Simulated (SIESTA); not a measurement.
The system is MgSe.

```xyz
2
Lattice="0.0000 2.7255 2.7255 2.7255 0.0000 2.7255 2.7255 2.7255 0.0000" Properties=species:S:1:pos:R:3 pbc="T T T"
Se    2.7255    2.7255    2.7255
Mg    0.0000    0.0000    0.0000
```

Base run:

- Program: SIESTA 5.4.2
- Functional: PBE
- Potentials or basis: PseudoDojo 0.4 standard (PBE files)
- Basis: DZP (energy shift 0.002 Ry)
- Grid cutoff: 800 Ry
- Energy shift: 0.002 Ry
- k mesh: 8 × 8 × 8
- Occupations: fermi-dirac, width 0.05 eV
- Spin: no spin polarisation

Its results: band gap on the k mesh 1.96 eV, indirect (least direct gap 2.63 eV); pressure 4.4 GPa.

Problem. The run is repeated on the same cell with these changes: functional from PBE to PW91; potentials or basis from PseudoDojo 0.4 standard (PBE files) to Ansatz (PBE files). What comes out?

Solution. Band gap on the k mesh 2.00 eV, indirect (least direct gap 2.66 eV); pressure 5.3 GPa.

Caveats: semicore shells carry a single zeta, which can move pressures by several GPa and volumes by a few percent; the basis of atomic orbitals isn't converged, which shifts pressures, moduli and gaps; the potentials were made for another functional, which shifts forces and pressure (some runs).
